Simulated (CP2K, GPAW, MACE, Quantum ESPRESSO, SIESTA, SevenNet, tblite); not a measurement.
**Hcp Mg, size series (64 atoms) in tblite**

How near does tblite come to plane waves for hcp Mg, size series (64 atoms)?

Calculated with tblite 0.8.0; the method is named at each step.

**1. The structure**

The cell holds 64 atoms: 64 Mg. Its edges and angles: a = 12.836 Å, b = 12.836 Å, c = 10.422 Å, α = 90.0°, β = 90.0°, γ = 120.0°. It derives from Mg (hcp), repeated 4×4×2. Hcp Mg (a = 3.209 Å, c = 5.211 Å), 4 x 4 x 2 conventional cells; every coordinate displaced by a Gaussian of 0.05 Å. Then every atom was moved at random, 0.03 Å r.m.s. a Cartesian component.

The yardstick, on the same geometry:

* method: Kohn-Sham DFT, PBE, SSSP efficiency 1.3.0 pseudopotentials, plane waves (Quantum ESPRESSO 7.5); sssp-pbe-1.3.0-efficiency, cutoffs 45/360 Ry, Γ point
* r.m.s. force component: 0.1781 eV/Å
* longest force: 0.7395 eV/Å
* pressure: -0.493 GPa
* time: 46 s on 4 MPI ranks of Arm Neoverse V2, shared host
* CPU time: 3 min

**2. GFN1-xTB**

Method: GFN1-xTB tight binding, diagonalisation.

The input, run.py:

```python
import numpy as np
from ase.io import read
from tblite.ase import TBLite

atoms = read("structure.xyz")
atoms.calc = TBLite(method="GFN1-xTB", electronic_temperature=580, accuracy=1.0, max_iterations=250, mixer_damping=0.1, verbosity=1)
energy = atoms.get_potential_energy()
forces = atoms.get_forces()
print(f"energy {energy:.6f} eV")
print("forces (eV/A)")
for i, (a, f) in enumerate(zip(atoms, forces)):
    print(f"{i:4d} {a.symbol:2s} {f[0]:10.5f} {f[1]:10.5f} {f[2]:10.5f}")
stress = -atoms.get_stress(voigt=False) * 160.21766
print("stress (GPa, compression positive)")
for row in stress:
    print(" ".join(f"{x:10.4f}" for x in row))
print("charges (e)")
print(np.array2string(atoms.get_charges(), precision=4, suppress_small=True, max_line_width=110, threshold=100000))
```

The input, structure.xyz:

```xyz
64
Lattice="12.83600 0.00000 0.00000 -6.41800 11.11630 0.00000 0.00000 0.00000 10.42200" Properties=species:S:1:pos:R:3 pbc="T T T"
Mg 6.36967 11.05727 0.07754
Mg -0.05532 1.80240 2.58924
Mg 6.43116 11.06661 5.24445
Mg 0.07381 1.75304 7.92041
Mg 11.16668 2.81220 0.05461
Mg -1.61445 4.63917 2.53807
Mg -1.57799 2.76451 5.08354
Mg -1.55341 4.54746 7.66173
Mg 9.64394 5.49368 10.32018
Mg -3.30694 7.31230 2.59633
Mg -3.19488 5.58861 5.22705
Mg -3.18288 7.33931 7.89289
Mg -4.71652 8.34134 0.09859
Mg -4.81459 10.15441 2.62530
Mg 7.97404 8.30332 5.31689
Mg -4.74810 10.19154 7.81827
Mg -3.24712 11.10274 10.39157
Mg 3.12056 1.84531 2.56277
Mg 3.31522 0.05725 5.25133
Mg 3.18763 1.93857 7.87914
Mg 1.55271 2.75051 10.38302
Mg 1.63049 4.57247 2.65417
Mg 1.54289 2.65969 5.19808
Mg 1.57241 4.61771 7.73437
Mg 0.02195 5.58705 10.35603
Mg 0.00359 7.41413 2.65719
Mg -0.04884 5.59161 5.14701
Mg -0.01406 7.28129 7.83026
Mg -1.65148 8.27542 10.39459
Mg -1.57485 10.20343 2.68148
Mg -1.56952 8.33578 5.15806
Mg -1.56554 10.18487 7.76585
Mg 0.06572 11.08273 0.09265
Mg 6.42949 1.84808 2.64406
Mg 0.03960 11.04015 5.22101
Mg 6.41415 1.88043 7.71134
Mg 4.78911 2.73639 0.02741
Mg 4.74483 4.57102 2.71170
Mg 4.76068 2.75251 5.08958
Mg 4.77486 4.56680 7.67539
Mg 3.21105 5.55415 10.36197
Mg 3.17601 7.47905 2.54349
Mg 3.19135 5.48289 5.20099
Mg 3.14065 7.40757 7.79326
Mg 1.61862 8.33500 0.07202
Mg 1.55739 10.17564 2.55568
Mg 1.67439 8.28153 5.19214
Mg 1.73793 10.09771 7.86111
Mg 3.18230 11.05071 0.02793
Mg 9.52155 1.93324 2.64052
Mg 9.69587 0.05036 5.17192
Mg 9.63406 1.86754 7.76272
Mg 8.07461 2.71149 10.37604
Mg 8.02552 4.67340 2.60102
Mg 8.12904 2.87001 5.27207
Mg 8.07449 4.70397 7.91645
[... 4 atom lines left out ...]
Mg 4.76305 8.31877 0.14226
Mg 4.88147 10.16152 2.52275
Mg 4.80368 8.38714 5.26384
Mg 4.77499 10.19053 7.78430
```

The run is started by

```
> OMP_NUM_THREADS=1 python run.py > output.txt
```

What it wrote:

```text
------------------------------------------------------------
  cycle        total energy    energy error   density error
------------------------------------------------------------
      1     -46.98526731289  -4.6600587E+01   4.7777515E-01
      2     -46.98552925483  -2.6194194E-04   4.2961208E-01
      3     -46.98462261825   9.0663658E-04   6.5033381E-03
      4     -46.98557611450  -9.5349625E-04   2.9486113E-03
      5     -46.98573532300  -1.5920851E-04   7.5798450E-04
      6     -46.98575027624  -1.4953240E-05   1.2172660E-04
      7     -46.98575040200  -1.2575693E-07   7.8012250E-05
      8     -46.98575041747  -1.5472843E-08   5.4732173E-05
      9     -46.98575041875  -1.2714736E-09   1.2481659E-05
------------------------------------------------------------
 total:                                   1.675 sec
energy -1278.547392 eV
forces (eV/A)
   0 Mg    0.13899    0.10195   -0.10320
   1 Mg   -0.01049    0.09000    0.16481
   2 Mg    0.03483   -0.00266    0.03403
   3 Mg   -0.23538    0.09262    0.17747
   4 Mg    0.12167   -0.06699   -0.30773
   5 Mg    0.12728    0.09512   -0.44638
   6 Mg    0.09188   -0.06114    0.07467
   7 Mg   -0.11163   -0.11951   -0.23267
   8 Mg    0.10334   -0.00630    0.10897
   9 Mg    0.23869    0.17587    0.05127
  10 Mg   -0.01423    0.05101   -0.15608
  11 Mg    0.01781    0.32157   -0.23045
  12 Mg   -0.17006   -0.13785   -0.08825
  13 Mg    0.10405   -0.09256    0.27550
  14 Mg    0.04192    0.19841    0.02971
  15 Mg   -0.12546   -0.07569    0.28197
  16 Mg    0.09910    0.04458    0.00802
  17 Mg    0.12304   -0.21843   -0.10748
  18 Mg   -0.15023   -0.23400   -0.00904
  19 Mg    0.12643   -0.14446   -0.24858
  20 Mg    0.06544    0.28390    0.40446
  21 Mg   -0.07108    0.06159   -0.13220
  22 Mg    0.03884    0.06438    0.22593
  23 Mg   -0.01859    0.01048    0.12013
[...]
56 Mg   -0.23058    0.14352    0.03937
  57 Mg    0.03332    0.00420    0.28871
  58 Mg   -0.27920   -0.08615    0.18244
  59 Mg   -0.05037    0.08905    0.35900
  60 Mg    0.16258   -0.10996   -0.71228
  61 Mg   -0.11578    0.09721    0.08527
  62 Mg    0.03819   -0.14510   -0.43862
  63 Mg    0.08387   -0.05639   -0.09476
stress (GPa, compression positive)
   19.7932    -0.1355    -0.0023
   -0.1355    19.9255    -0.0400
   -0.0023    -0.0400    25.4407
charges (e)
[-0.0009  0.0011 -0.0002  0.0003 -0.0029  0.0024  0.0008  0.0047  0.003  -0.001   0.0015 -0.0008  0.0002
  0.001  -0.0021 -0.0014 -0.0021  0.0005 -0.0002  0.0031 -0.0007 -0.0011  0.0029  0.0026 -0.0028 -0.0013
 -0.0006 -0.0001 -0.002  -0.0022 -0.0001 -0.0049 -0.0022  0.0009 -0.0027 -0.0057  0.0006 -0.0028  0.0025
 -0.0014 -0.0034  0.     -0.0025 -0.0007  0.0062  0.0033  0.002  -0.0004  0.0025 -0.0011 -0.0018 -0.0032
  0.0015  0.0052 -0.0014  0.0028 -0.0016 -0.0007  0.0005 -0.0032  0.0015  0.002   0.0028  0.004 ]
```

Wall time 2.2 s (1 thread of Arm Neoverse V2, shared host); peak memory 0.12 GiB.

Banners, paths, timers and routine set-up lines are dropped from the logs unmarked, and long logs keep their key lines alone; longer cuts are marked.

Compared with the plane-wave run:

| Item | Value |
| --- | --- |
| r.m.s. force component | 0.174 eV/Å |
| r.m.s. difference of force components | 125.2 meV/Å |
| longest difference of force vectors | 466.1 meV/Å |
| force difference over r.m.s. force | 70.31 % |
| slope of forces against the reference's | 0.7302 |
| correlation of force components | 0.7473 |
| pressure | 21.72 GPa |
| pressure difference | 22.21 GPa |

Local excerpt of 13 atoms (numbers count through the whole input) about Mg43, picked at random; x, y, z are measured from there.

```csv
atom,x,y,z,distance (Å),bonds,Mulliken charge (e),Fx,Fy,Fz (eV/Å)
Mg43,0.00,0.00,0.00,0.00,12,0.00,-0.043,0.157,-0.126
Mg38,1.55,-0.91,-2.49,3.07,12,0.00,0.174,0.118,-0.423
Mg40,1.58,-0.92,2.47,3.08,12,0.00,0.172,0.185,0.123
Mg22,-1.56,-0.91,-2.55,3.12,12,0.00,-0.071,0.062,-0.132
Mg24,-1.62,-0.87,2.53,3.13,12,0.00,-0.019,0.010,0.120
Mg39,1.57,-2.73,-0.11,3.15,12,0.00,0.126,0.016,-0.015
Mg47,-1.52,2.80,-0.01,3.18,12,0.00,-0.057,0.105,0.330
Mg44,-0.05,1.92,2.59,3.23,12,0.00,0.117,-0.143,0.069
Mg27,-3.24,0.11,-0.05,3.24,12,0.00,0.050,-0.209,-0.145
Mg23,-1.65,-2.82,0.00,3.27,12,0.00,0.039,0.064,0.226
Mg63,1.61,2.90,0.06,3.32,12,0.00,0.038,-0.145,-0.439
Mg42,-0.02,2.00,-2.66,3.32,12,0.00,0.177,-0.289,0.196
Mg59,3.33,0.12,0.00,3.33,12,0.00,-0.279,-0.086,0.182
```

Atoms are counted from 1 here, from 0 in the log.

Forces lie 70 % from the reference's, at 0.012 times its CPU time (on 1 against 4 cores).

**3. Summary of results**

```yaml
force_difference_from_the_reference: tblite GFN1-xTB, 70 %
its_cpu_time: 2.2 s
```

What this shows: Tight binding differs by 70 % (tblite GFN1-xTB); it is another model, with fitted parameters of its own, and the xTB methods hold dispersion. One electronic-structure run takes under half the reference's CPU time: tblite GFN1-xTB, at 70 % in 2.2 s against 3 min, too far off to be of use; its pressure misses by +22.2 GPa. Periodic xTB results under one method name differ between programs and library versions. The reference's pressure holds the uncorrected Pulay stress of its 45 Ry basis, so small pressure differences, and their order, may be the reference's own error. The electronic-structure runs sample only Γ, in a cell whose shortest periodic width is 10 Å, which is coarse for a cell with partly filled levels.

[Also dropped from logs without a mark: logging warnings of Python, and SIESTA's first energy breakdown and zero terms.]

[Logs are printed without paths, hosts, clocks, repeated set-up lines and the standing remarks that a program may print on its own settings, such as how far it seeks lower states.]

[Hosts, paths, dates, database ids (printed as entryN), source tags and the programs' standing remarks are cut or masked in the printed files.]
